## How hard is it to squeeze titanium?

Changing the volume of a metal by a tenth is cheap in energy and expensive in pressure. For titanium it costs roughly 0.05 to 0.07 eV an atom, while pulling the atoms apart altogether takes about 5 eV (a rough, recalled figure). Yet the pressure needed is of the order of 10 GPa, a hundred thousand atmospheres. The table follows the hexagonal metal from strong compression to strong tension, as density functional theory describes it.

Hcp titanium (2-atom cell) computed with Ansatz 0.2.0: PBE, plane-wave PAW, scalar-relativistic, no spin polarisation, cutoff 420 eV, k mesh 18×18×10, Gaussian smearing 0.1 eV. Cell shape and atoms are relaxed at each volume. Energies, extrapolated to zero smearing, count from the minimum of a third-order Birch-Murnaghan fit; pressures come from the computed stress.

```csv
volume per atom (Å³/atom),energy over minimum (meV/atom),pressure (GPa)
15.302,106.2,17.96
15.824,56.8,12.51
16.345,24.0,7.76
16.867,5.7,3.62
17.389,0.0,0.01
17.910,5.3,-3.13
18.432,20.1,-5.86
19.128,52.7,-8.95
```

### 1. Why is there a volume at which the metal rests?

Think of the two limits. If the atoms are moved far apart, their d orbitals no longer overlap and the bonding is lost, so the energy must rise. If they are pushed close together, the electrons are confined to less space, their kinetic energy grows and in the end the ion cores overlap too, so the energy must rise again. Between the limits lies a minimum, here at 17.39 Å³ an atom, where the pressure vanishes to within 0.01 GPa.

### 2. What links the energy column to the pressure column?

Pressure P is the energy released per unit of volume gained: P = −dE/dV, with E the energy over the minimum and V the volume per atom. It is therefore positive in the compressed rows, which push outwards, and negative in the stretched rows, which have to be held open.

The first two rows let us try this out. The energy falls by 49.4 meV while the volume grows by 0.522 Å³, and this slope amounts to 15.2 GPa. The pressures were computed separately, from the stress on the cell, and their mean over the same two rows is also 15.2 GPa. The two columns tell one consistent story.

### 3. How stiff is the metal at rest?

The bulk modulus B = −V dP/dV is the pressure change per relative change of volume. Between the rows on either side of the minimum the pressure falls by 6.75 GPa while the volume grows by 1.043 Å³. Multiplied by the rest volume, this gives B ≈ 112.5 GPa. As a rule to keep for titanium: near rest, one per cent of volume costs about one gigapascal.

### 4. Can the energy of a 6 % compression be predicted from that stiffness?

Suppose the metal is a spring whose pressure grows in proportion to the volume change, P = −B(V − V₀)/V₀, where V₀ is the rest volume. Adding up the work done against this pressure gives

E = B(V − V₀)²/(2V₀).

For the row at 16.345 Å³ the volume change is 1.044 Å³. With B = 112.5 GPa the formula gives 3.53 GPa·Å³, and division by 160.2 GPa per eV/Å³ turns this into 22.0 meV. The table has 24.0 meV. The estimate is only 8 % too low, even though B came from the pressures of the two rows nearest the minimum and no energy entered it.

### 5. Why does compression cost more than equal expansion?

The spring charges the same for both directions, but the metal does not: 6 % of expansion costs only 20.1 meV. The reason is that the pressure does not follow the spring's straight line: its slope against volume is steeper on compression and flatter on expansion. Most of this comes from the bulk modulus, which falls at every step from left to right along the volume axis, from 162 GPa in the most compressed interval to 83 GPa in the most stretched one.

The two limits of the first question explain this drop. The kinetic energy of confined electrons climbs ever more steeply as the atoms approach. On the other side the bonding force must finally fade to nothing, so the curve has to flatten. This is an argument from general physics, since the table holds only the total energy and not its parts. It applies to nearly any solid close to its rest volume, so the same lopsided curve is the safe first guess for another metal.

### 6. The first row costs twice as much as the last. Is compression then twice as expensive?

No, because the two rows are not equally far from rest. The first is compressed by 12 %, the last stretched by 10 %. Even a perfect spring would make the first dearer by a factor of 1.44, simply because its energy grows with the square of the volume change. The table's ratio is 2.0, so the bend in the pressure curve accounts for the remaining factor of about 1.4. The full comparison of this spring with all rows is in the printed output below.

### 7. Which digits can be trusted?

At 3 % the two directions differ by only 0.4 meV. Rounding of the two entries can shift this by up to 0.1 meV, so the sign is sound but the size is rough. At 6 % the difference is 3.9 meV and stands well clear of rounding.

Precision within the calculation is one thing and agreement with a real sample another. The leftover pressure at the minimum corresponds to a mere 0.002 Å³ in volume. The approximate functional, however, can miss a metal's volume by a per cent or so, which is about a hundred times more. Zero-point motion and thermal expansion, both left out here, would also enlarge the real crystal slightly. Of the stiffness, two figures are as much as one should carry over to a real sample.

### 8. Does the first row describe titanium at 18 GPa?

It describes hexagonal close-packed titanium at 18 GPa, which is not the same thing. Real titanium changes under pressure to a slightly denser structure, the omega phase, at somewhere between a few and about ten gigapascals. That structure needs three atoms in its repeating cell. The calculation kept a cell of two, so the metal had no way to get there. Other calculations with PBE at zero temperature place omega slightly below the close-packed form even without pressure, so the minimum found here is that of one structure and not of all forms of titanium.

A small gain in density matters so much because, at zero temperature and a given pressure, the stable phase is the one with the lowest enthalpy, E + PV. At the pressure and volume of the first row, a phase only 1 % denser has a PV term lower by about 17 meV an atom. That is of the same size as the whole cost of compressing the metal by 5 %. A smooth energy curve therefore shows how one structure responds to pressure, but choosing between structures takes a curve for each.

Numerical output:

```
Spring estimate against the table:
     row  volume change in %  spring energy in meV/atom  table less spring in meV/atom
  15.302                 -12                      87.97                          18.23
  15.824                  -9                      49.47                          7.334
  16.345              -6.004                      22.01                          1.987
  16.867              -3.002                      5.503                         0.1967
  17.389                   0                          0                              0
   17.91               2.996                      5.482                        -0.1822
  18.432               5.998                      21.97                         -1.871
  19.128                  10                      61.08                         -8.377
Interval from the row before to this row:
     row  pressure from energy slope in GPa  mean computed pressure in GPa  bulk modulus in GPa
  15.824                              15.16                          15.23                162.5
  16.345                              10.09                          10.13                146.6
  16.867                              5.617                           5.69                131.7
  17.389                               1.75                          1.815                118.5
   17.91                              -1.63                          -1.56                106.4
  18.432                             -4.543                         -4.495                95.03
  19.128                             -7.504                         -7.405                83.38
bulk modulus at the relaxed volume from the two neighbouring pressures, GPa: 112.5
largest gap between slope pressure and mean computed pressure, GPa: 0.09945
extra cost of compression over expansion at 3 %, meV/atom: 0.4
extra cost of compression over expansion at 6 %, meV/atom: 3.9
size of pressure at -6 % over that at +6 %, ratio: 1.324
energy of the most compressed row over the most stretched row, ratio: 2.015
the same ratio for the spring, ratio: 1.44
bulk modulus of the first interval over the last, ratio: 1.949
rise of bulk modulus per GPa of pressure over the whole scan: 3.494
mean shortening of lengths in the most compressed row, %: 4.172
mean lengthening in the most stretched row, %: 3.228
volume step that would remove the leftover pressure of the relaxed cell, A3/atom: 0.001545
enthalpy gained by a phase 1 % denser at the pressure of the first row, meV/atom: 17.15
```
